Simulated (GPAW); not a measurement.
Input of a GPAW 26.7.0 run:

run.py

```python
from ase.eos import EquationOfState
from ase.io import Trajectory, read
from ase.units import GPa
from gpaw import GPAW, PW

atoms = read('CuO.cif')

traj = Trajectory('eos.traj', 'w')
volumes, energies = [], []
for x in [0.94, 0.96, 0.98, 1.0, 1.02, 1.04, 1.06]:
    a = atoms.copy()
    a.set_cell(atoms.cell * x**(1 / 3), scale_atoms=True)
    calc = GPAW(mode=PW(800),
                xc='MGGA_X_RSCAN+MGGA_C_RSCAN',
                kpts={'size': (8, 8, 8), 'gamma': True},
                occupations={'name': 'fermi-dirac', 'width': 0.05},
                nbands=19,
                convergence={'density': 1e-05, 'energy': 1e-05},
                maxiter=150,
                txt=f'eos-{x:.2f}.txt')
    a.calc = calc
    energies.append(a.get_potential_energy(force_consistent=True))
    volumes.append(a.get_volume())
    p = -a.get_stress()[:3].mean() / GPa
    calc.write(f'eos-{x:.2f}.gpw')
    traj.write(a)
    print(f'{x:.2f} {volumes[-1]:10.4f} A^3 {energies[-1]:14.6f} eV {p:9.3f} GPa', flush=True)

v0, e0, B = EquationOfState(volumes, energies, eos='birchmurnaghan').fit()
print(f'V0 = {v0:.4f} A^3, E0 = {e0:.6f} eV, B0 = {B / GPa:.2f} GPa')
```

File CuO.cif:

```cif
data_CuO
_cell_length_a 2.55255061
_cell_length_b 2.55255061
_cell_length_c 2.55255061
_cell_angle_alpha 90.00000000
_cell_angle_beta 90.00000000
_cell_angle_gamma 90.00000000
_space_group_name_H-M_alt 'Pm-3m'
_space_group_name_Hall '-P 4 2 3'
_space_group_IT_number 221
loop_
_space_group_symop_operation_xyz
'x,y,z'
'-x,-y,-z'
'-y,x,z'
'y,-x,-z'
'-x,-y,z'
'x,y,-z'
'y,-x,z'
'-y,x,-z'
'x,-y,-z'
'-x,y,z'
'-y,-x,-z'
'y,x,z'
'-x,y,-z'
'x,-y,z'
'y,x,-z'
'-y,-x,z'
'z,x,y'
'-z,-x,-y'
'z,-y,x'
'-z,y,-x'
'z,-x,-y'
'-z,x,y'
'z,y,-x'
'-z,-y,x'
'-z,x,-y'
'z,-x,y'
'-z,-y,-x'
'z,y,x'
'-z,-x,y'
'z,x,-y'
'-z,y,x'
'z,-y,-x'
'y,z,x'
'-y,-z,-x'
'x,z,-y'
'-x,-z,y'
'-y,z,-x'
'y,-z,x'
'-x,z,y'
'x,-z,-y'
'-y,-z,x'
'y,z,-x'
'-x,-z,-y'
'x,z,y'
'y,-z,-x'
'-y,z,x'
'x,-z,y'
'-x,z,-y'
loop_
_atom_site_label
_atom_site_type_symbol
_atom_site_symmetry_multiplicity
_atom_site_Wyckoff_symbol
_atom_site_fract_x
_atom_site_fract_y
_atom_site_fract_z
_atom_site_occupancy
Cu1 Cu 1 a 0.0000000000 0.0000000000 0.0000000000 1
O1 O 1 b 0.5000000000 0.5000000000 0.5000000000 1
```

Potentials or basis: GPAW PAW data sets (gpaw-data 1.2.1), pw.

Run with:

```sh
$ OMP_NUM_THREADS=1 python run.py
```

**Question.** Predict the equilibrium volume.

**Answer.** 8.84 Å³/atom (rough: see the caveat).

**Question.** What does it give for the bulk modulus?

**Answer.** 202 GPa (rough).

Energy against volume, from the lowest point:
```csv
volume (Å³/atom),energy (meV/atom)
7.817,93.36
7.983,62.73
8.149,39.10
8.316,21.61
8.482,9.60
8.648,2.49
8.815,0.00
```

Caveat: with this Cu data set, volumes or pressures lay over 1.5 % or 2 GPa off other programs in two to four cells of ten; the minimum lies outside the volumes run; the PAW data sets were made with another functional, which shifts forces and pressure a little; the run has no spin polarisation, though such a crystal can be magnetic.
